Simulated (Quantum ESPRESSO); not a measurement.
# ZnO (Pm-3m) in Quantum ESPRESSO: convergence with SCF threshold

Aim: find how far SCF threshold must go before the results for ZnO settle, at PBEsol. This setting moves, with any that are tied to it; all else stays.

Everything below comes from runs of Quantum ESPRESSO 7.5. Logs are shortened: lines on timing, memory, paths and dates and some standing lists are left out, and cuts for length are marked.

### Step 1. The crystal as given

It takes space group Pm-3m (No. 221, cubic). Conventional cell: a = 2.688 Å, b = 2.688 Å, c = 2.688 Å, α = 90.00°, β = 90.00°, γ = 90.00°. Zn (site symmetry m-3m) is surrounded by 8 O at 2.33 Å. O (site symmetry m-3m) is surrounded by 8 Zn at 2.33 Å.

The cell was built by a generator and needn't be a form met in nature.

### Step 2. With SCF threshold 0.001 Ry

File pw.in:

```
&CONTROL
  calculation = 'scf'
  prefix = 'pwscf'
  outdir = './tmp'
  pseudo_dir = './pseudo'
  tprnfor = .true.
  tstress = .true.
  disk_io = 'nowf'
/
&SYSTEM
  ibrav = 0
  nat = 2
  ntyp = 2
  ecutwfc = 56
  ecutrho = 448
  nbnd = 20
  occupations = 'smearing'
  smearing = 'fd'
  degauss = 0.00999582
/
&ELECTRONS
  conv_thr = 0.001
  electron_maxstep = 120
  mixing_beta = 0.5
/
ATOMIC_SPECIES
Zn    65.3800 zn_pbesol_v1.uspp.F.UPF
O     15.9990 o_pbesol_v1.2.uspp.F.UPF
CELL_PARAMETERS angstrom
   2.6882100000    0.0000000000    0.0000000000
   0.0000000000    2.6882100000    0.0000000000
   0.0000000000    0.0000000000    2.6882100000
ATOMIC_POSITIONS crystal
Zn     0.0000000000    0.0000000000    0.0000000000
O      0.5000000000    0.5000000000    0.5000000000
K_POINTS automatic
10 10 10 0 0 0
```

Potentials or basis: GBRV 1.5 PBEsol.

On the command line:

```console
$ OMP_NUM_THREADS=1 pw.x -in pw.in > pw.out
```

pw.out:

```text
This program is part of the open-source Quantum ESPRESSO suite
     for quantum simulation of materials; please cite
[... 9 lines left out ...]
     --------------------
     sticks:   dense  smooth     PW     G-vecs:    dense   smooth      PW
     Sum         925     465    145                20863     7441    1357

     Using Slab Decomposition

     bravais-lattice index     =            0
     lattice parameter (alat)  =       5.0800  a.u.
     unit-cell volume          =     131.0950 (a.u.)^3
     number of atoms/cell      =            2
     number of atomic types    =            2
     number of electrons       =        26.00
     number of Kohn-Sham states=           20
     kinetic-energy cutoff     =      56.0000  Ry
     charge density cutoff     =     448.0000  Ry
     scf convergence threshold =      1.0E-03
     mixing beta               =       0.5000
     number of iterations used =            8  plain     mixing
     Exchange-correlation= SLA  PW   PSX  PSC
                           (   1   4  10   8   0   0   0)

     celldm(1)=   5.079981  celldm(2)=   0.000000  celldm(3)=   0.000000
     celldm(4)=   0.000000  celldm(5)=   0.000000  celldm(6)=   0.000000

     crystal axes: (cart. coord. in units of alat)
               a(1) = (   1.000000   0.000000   0.000000 )
               a(2) = (   0.000000   1.000000   0.000000 )
               a(3) = (   0.000000   0.000000   1.000000 )

     reciprocal axes: (cart. coord. in units 2 pi/alat)
               b(1) = (  1.000000  0.000000  0.000000 )
               b(2) = (  0.000000  1.000000  0.000000 )
               b(3) = (  0.000000  0.000000  1.000000 )

     PseudoPot. # 1 for Zn read from file:
     zn_pbesol_v1.uspp.F.UPF
     Pseudo is Ultrasoft, Zval = 20.0
     Generated by new atomic code, or converted to UPF format
     Using radial grid of  943 points,  6 beta functions with:
                l(1) =   0
                l(2) =   0
                l(3) =   1
                l(4) =   1
                l(5) =   2
                l(6) =   2
     Q(r) pseudized with  8 coefficients,  rinner =    1.100   1.100   1.100
                                                       1.100   1.100

     PseudoPot. # 2 for O  read from file:
     o_pbesol_v1.2.uspp.F.UPF
     Pseudo is Ultrasoft + core correction, Zval =  6.0
     Generated by new atomic code, or converted to UPF format
     Using radial grid of  737 points,  5 beta functions with:
                l(1) =   0
                l(2) =   0
                l(3) =   1
                l(4) =   1
                l(5) =   2
     Q(r) pseudized with  8 coefficients,  rinner =    0.900   0.900   0.900
                                                       0.900   0.900

     atomic species   valence    mass     pseudopotential
     Zn               20.00    65.38000     Zn( 1.00)
     O                 6.00    15.99900     O ( 1.00)

     48 Sym. Ops., with inversion, found

   Cartesian axes

     site n.     atom                  positions (alat units)
         1        Zn     tau(   1) = (   0.0000000   0.0000000   0.0000000  )
         2        O      tau(   2) = (   0.5000000   0.5000000   0.5000000  )

     number of k points=    56  Fermi-Dirac smearing, width (Ry)=  0.0100
                       cart. coord. in units 2pi/alat
        k(    1) = (   0.0000000   0.0000000   0.0000000), wk =   0.0020000
        k(    2) = (   0.0000000   0.0000000   0.1000000), wk =   0.0120000
        k(    3) = (   0.0000000   0.0000000   0.2000000), wk =   0.0120000
        k(    4) = (   0.0000000   0.0000000   0.3000000), wk =   0.0120000
        k(    5) = (   0.0000000   0.0000000   0.4000000), wk =   0.0120000
        k(    6) = (   0.0000000   0.0000000  -0.5000000), wk =   0.0060000
[... 48 lines left out ...]
        k(   55) = (   0.4000000  -0.5000000  -0.5000000), wk =   0.0120000
        k(   56) = (  -0.5000000  -0.5000000  -0.5000000), wk =   0.0020000

     Dense  grid:    20863 G-vectors     FFT dimensions: (  36,  36,  36)

     Smooth grid:     7441 G-vectors     FFT dimensions: (  25,  25,  25)

     Initial potential from superposition of free atoms

     starting charge      25.9999, renormalised to      26.0000
     Starting wfcs are   17 randomized atomic wfcs +    3 random wfcs

     Self-consistent Calculation

     iteration #  1     ecut=    56.00 Ry     beta= 0.50
     Davidson diagonalization with overlap
     ethr =  1.00E-02,  avg # of iterations =  3.8

     total energy              =    -493.27397615 Ry
     estimated scf accuracy    <       0.43332730 Ry

     iteration #  2     ecut=    56.00 Ry     beta= 0.50
     Davidson diagonalization with overlap
     ethr =  1.67E-03,  avg # of iterations =  2.1

     total energy              =    -493.39565139 Ry
     estimated scf accuracy    <       0.23439519 Ry

     iteration #  3     ecut=    56.00 Ry     beta= 0.50
     Davidson diagonalization with overlap
     ethr =  9.02E-04,  avg # of iterations =  1.8

     total energy              =    -493.43767366 Ry
     estimated scf accuracy    <       0.00360939 Ry

     iteration #  4     ecut=    56.00 Ry     beta= 0.50
     Davidson diagonalization with overlap
     ethr =  1.39E-05,  avg # of iterations =  2.4

     End of self-consistent calculation

          k = 0.0000 0.0000 0.0000 (   925 PWs)   bands (ev):

  -112.1482 -66.4791 -66.4791 -66.4791  -6.0905   5.8299   5.8299   6.9071
     6.9071   6.9071  11.0852  11.0852  11.0852  11.4535  26.2454  26.2454
    29.5760  29.5760  29.5760  43.7317

          k = 0.0000 0.0000 0.1000 (   920 PWs)   bands (ev):

  -112.1481 -66.4808 -66.4789 -66.4789  -5.9893   5.8428   5.8455   6.8408
     6.8408   6.9103   9.7464  11.2045  11.2045  12.7105  25.3718  26.3893
    29.4430  29.4430  30.5470  41.4773

          k = 0.0000 0.0000 0.2000 (   920 PWs)   bands (ev):

  -112.1478 -66.4853 -66.4786 -66.4786  -5.7083   5.7640   5.8766   6.6798
     6.6798   6.9189   8.4424  11.5097  11.5097  13.9819  23.6511  26.8236
    29.0509  29.0509  32.6413  37.5331

          k = 0.0000 0.0000 0.3000 (   924 PWs)   bands (ev):

  -112.1474 -66.4908 -66.4782 -66.4782  -5.3213   5.2606   5.9186   6.5004
     6.5004   6.9294   7.8008  11.8791  11.8791  15.1737  21.7309  27.5494
    28.4924  28.4924  34.8271  35.3017

          k = 0.0000 0.0000 0.4000 (   932 PWs)   bands (ev):

  -112.1471 -66.4953 -66.4779 -66.4779  -4.9655   4.5548   5.9528   6.3676
     6.3676   6.9379   7.7316  12.1767  12.1767  16.3871  19.9018  27.9954
    27.9954  28.5197  32.6566  38.1159
[... 279 lines left out ...]
  -112.1451 -66.4945 -66.4945 -66.4879  -3.5570   5.4424   5.4424   5.7561
     6.8008   7.1795   9.7042   9.7042  11.1986  16.1012  19.3995  19.3995
    25.1982  30.9965  32.9865  32.9865

          k = 0.4000 0.4000 0.4000 (   934 PWs)   bands (ev):

  -112.1450 -66.4926 -66.4926 -66.4926  -3.5072   5.3411   5.3411   5.6853
     7.0249   7.0249   9.6600  10.6453  10.6453  17.0519  18.7523  18.7523
    24.3070  32.2387  32.5362  32.5362

          k = 0.4000 0.4000-0.5000 (   938 PWs)   bands (ev):

  -112.1449 -66.4943 -66.4925 -66.4924  -3.4150   5.2727   5.2887   5.5177
     7.0300   7.1239  10.1739  10.3102  10.9579  17.0626  18.2993  18.6140
    23.6316  32.1768  32.4725  32.8750

          k = 0.4000-0.5000-0.5000 (   932 PWs)   bands (ev):

  -112.1448 -66.4941 -66.4941 -66.4923  -3.3216   5.2256   5.2256   5.3266
     7.0784   7.1839  10.5212  10.5212  10.9556  17.0679  18.2048  18.2048
    22.7344  32.2506  32.7957  32.7957

          k =-0.5000-0.5000-0.5000 (   912 PWs)   bands (ev):

  -112.1447 -66.4939 -66.4939 -66.4939  -3.2256   5.1528   5.1528   5.1528
     7.1856   7.1856  10.8752  10.8752  10.8752  17.7073  17.7073  17.7073
    21.5770  32.7487  32.7487  32.7487

     the Fermi energy is    12.7261 ev

!    total energy              =    -493.43784550 Ry
     estimated scf accuracy    <       0.00063095 Ry
     smearing contrib. (-TS)   =      -0.00054401 Ry
     internal energy E=F+TS    =    -493.43730149 Ry

     The total energy is F=E-TS. E is the sum of the following terms:
     one-electron contribution =    -352.93631809 Ry
     hartree contribution      =     189.90958912 Ry
     xc contribution           =     -49.00667987 Ry
     ewald contribution        =    -281.40389265 Ry

     convergence has been achieved in   4 iterations

     Forces acting on atoms (cartesian axes, Ry/au):

     atom    1 type  1   force =     0.00000000    0.00000000    0.00000000
     atom    2 type  2   force =     0.00000000    0.00000000    0.00000000

     Total force =     0.000000     Total SCF correction =     0.000000

     Computing stress (Cartesian axis) and pressure

          total   stress  (Ry/bohr**3)                   (kbar)     P=      485.18
   0.00329820   0.00000000   0.00000000          485.18        0.00        0.00
   0.00000000   0.00329820   0.00000000            0.00      485.18        0.00
   0.00000000   0.00000000   0.00329820            0.00        0.00      485.18

=------------------------------------------------------------------------------=
   JOB DONE.
=------------------------------------------------------------------------------=
```

Wall time 7.6 s (1 thread of Arm Neoverse V1, shared host); peak memory 0.14 GiB.

Results:

* Free energy: -6713.5639 eV
* Pressure: 48.5 GPa
* Band gap on the k mesh: none (metal or under the smearing width)

### Step 3. With SCF threshold 0.0001 Ry

pw.in: that of step 2 with these lines changed.

```diff
@@ -21,3 +21,3 @@
 &ELECTRONS
-  conv_thr = 0.001
+  conv_thr = 0.0001
   electron_maxstep = 120
```

Potentials or basis: GBRV 1.5 PBEsol.

On the command line:

```console
$ OMP_NUM_THREADS=1 pw.x -in pw.in > pw.out
```

Wall time 9.1 s (1 thread of Arm Neoverse V1, shared host); peak memory 0.14 GiB.

Results:

| Property | Result |
| --- | --- |
| Free energy | -6713.5662 eV |
| Pressure | -10.2 GPa |
| Band gap on the k mesh | none (metal or under the smearing width) |

### Step 4. With SCF threshold 1e-05 Ry

pw.in: that of step 3 with these lines changed.

```diff
@@ -21,3 +21,3 @@
 &ELECTRONS
-  conv_thr = 0.0001
+  conv_thr = 1d-05
   electron_maxstep = 120
```

On the command line:

```console
$ OMP_NUM_THREADS=1 pw.x -in pw.in > pw.out
```

It took 9 s on 1 thread of Arm Neoverse V1, shared host; peak memory 0.14 GiB.

What came out:

```
Free energy            : -6713.5662 eV
Pressure               : -10.2 GPa
Band gap on the k mesh : none (metal or under the smearing width)
```

### Step 5. With SCF threshold 1e-06 Ry

pw.in: that of step 4 with these lines changed.

```diff
@@ -21,3 +21,3 @@
 &ELECTRONS
-  conv_thr = 1d-05
+  conv_thr = 1d-06
   electron_maxstep = 120
```

On the command line:

```console
$ OMP_NUM_THREADS=1 pw.x -in pw.in > pw.out
```

It took 12 s on 1 thread of Arm Neoverse V1, shared host; peak memory 0.14 GiB.

Results:

```
Free energy            : -6713.5662 eV
Pressure               : -7.3 GPa
Band gap on the k mesh : none (metal or under the smearing width)
```

### Step 6. With SCF threshold 1e-07 Ry

pw.in: that of step 5 with these lines changed.

```diff
@@ -21,3 +21,3 @@
 &ELECTRONS
-  conv_thr = 1d-06
+  conv_thr = 1d-07
   electron_maxstep = 120
```

Potentials or basis: GBRV 1.5 PBEsol.

On the command line:

```console
$ OMP_NUM_THREADS=1 pw.x -in pw.in > pw.out
```

Wall time 12 s (1 thread of Arm Neoverse V1, shared host); peak memory 0.14 GiB.

The run converged. Its results:

```yaml
Free_energy: -6713.5662 eV
Pressure: -7.3 GPa
Band_gap_on_the_k_mesh: none (metal or under the smearing width)
```

### Step 7. With SCF threshold 1e-08 Ry

pw.in: that of step 6 with these lines changed.

```diff
@@ -21,3 +21,3 @@
 &ELECTRONS
-  conv_thr = 1d-07
+  conv_thr = 1d-08
   electron_maxstep = 120
```

On the command line:

```console
$ OMP_NUM_THREADS=1 pw.x -in pw.in > pw.out
```

It took 12 s on 1 thread of Arm Neoverse V1, shared host; peak memory 0.14 GiB.

Results (log left out):

```yaml
Free_energy: -6713.5662 eV
Pressure: -7.3 GPa
Band_gap_on_the_k_mesh: none (metal or under the smearing width)
```

### Step 8. With SCF threshold 1e-10 Ry

pw.in: that of step 7 with these lines changed.

```diff
@@ -21,3 +21,3 @@
 &ELECTRONS
-  conv_thr = 1d-08
+  conv_thr = 1d-10
   electron_maxstep = 120
```

On the command line:

```console
$ OMP_NUM_THREADS=1 pw.x -in pw.in > pw.out
```

Wall time 15 s (1 thread of Arm Neoverse V1, shared host); peak memory 0.14 GiB.

Results (log left out):

```yaml
Free_energy: -6713.5662 eV
Pressure: -7.4 GPa
Band_gap_on_the_k_mesh: none (metal or under the smearing width)
```

### Step 9. With SCF threshold 1e-12 Ry

pw.in: that of step 8 with these lines changed.

```diff
@@ -21,3 +21,3 @@
 &ELECTRONS
-  conv_thr = 1d-10
+  conv_thr = 1d-12
   electron_maxstep = 120
```

Potentials or basis: GBRV 1.5 PBEsol.

On the command line:

```console
$ OMP_NUM_THREADS=1 pw.x -in pw.in > pw.out
```

It took 17 s on 1 thread of Arm Neoverse V1, shared host; peak memory 0.14 GiB.

The run converged. Its results:

```
Free energy            : -6713.5662 eV
Pressure               : -7.4 GPa
Band gap on the k mesh : none (metal or under the smearing width)
```

### Step 10. Result

| SCF threshold | energy less the tightest run, at zero smearing (meV/atom) | pressure (GPa) | SCF cycles | CPU time (s) | peak memory (GiB) |
| --- | --- | --- | --- | --- | --- |
| 0.001 Ry | 1.13 | 48.52 | 4 | 7.6 | 0.14 |
| 0.0001 Ry | 0.02 | -10.24 | 5 | 9.1 | 0.14 |
| 1e-05 Ry | 0.02 | -10.24 | 5 | 9 | 0.14 |
| 1e-06 Ry | 0.00 | -7.34 | 7 | 12 | 0.14 |
| 1e-07 Ry | 0.00 | -7.34 | 7 | 12 | 0.14 |
| 1e-08 Ry | 0.00 | -7.34 | 7 | 12 | 0.14 |
| 1e-10 Ry | 0.00 | -7.41 | 9 | 15 | 0.14 |
| 1e-12 Ry | 0.00 | -7.40 | 11 | 17 | 0.14 |

Against the tightest run, the energy stays within 1 meV/atom from 0.0001 Ry on; the pressure stays within 0.1 GPa from 1e-06 Ry on. The tightest run that finished is the yardstick and may itself not be fully converged.
